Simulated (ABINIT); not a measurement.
The system is Ge.

```
Ge
1.0
     0.00000    2.82891    2.82891
     2.82891    0.00000    2.82891
     2.82891    2.82891    0.00000
Ge
2
Direct
  0.75000 0.75000 0.75000
  0.50000 0.50000 0.50000
```

Base run:

- Program: ABINIT 10.8.3 (patched build)
- Functional: HCTH407
- Potentials or basis: PseudoDojo NC SR PBE v0.4.1 standard
- Cutoff: 1061 eV
- k mesh: 8 × 8 × 8
- Occupations: fermi-dirac, width 0.05 eV
- Spin: no spin polarisation

Its results: band gap on the k mesh 0.24 eV, direct; pressure 5.8 GPa.

Question: After a change of settings the same cell gave: band gap on the k mesh none (metal or under the smearing width); pressure 6.7 GPa. Which change was it?
A. functional from HCTH407 to OLYP
B. functional from HCTH407 to LDA-VWN; potentials or basis from PseudoDojo NC SR PBE v0.4.1 standard to PseudoDojo NC SR LDA v0.4.1 standard
C. functional from HCTH407 to LDA-PZ; potentials or basis from PseudoDojo NC SR PBE v0.4.1 standard to PseudoDojo NC SR LDA v0.4.1 standard
D. functional from HCTH407 to BLYP

Answer: D.

Caveats: the potentials were made for another functional, which shifts forces and pressure; this crystal is a semiconductor, whose small gap the functional closes, so the metal is an error of the method (some runs).

Runs at the PBE level aren't shown here.
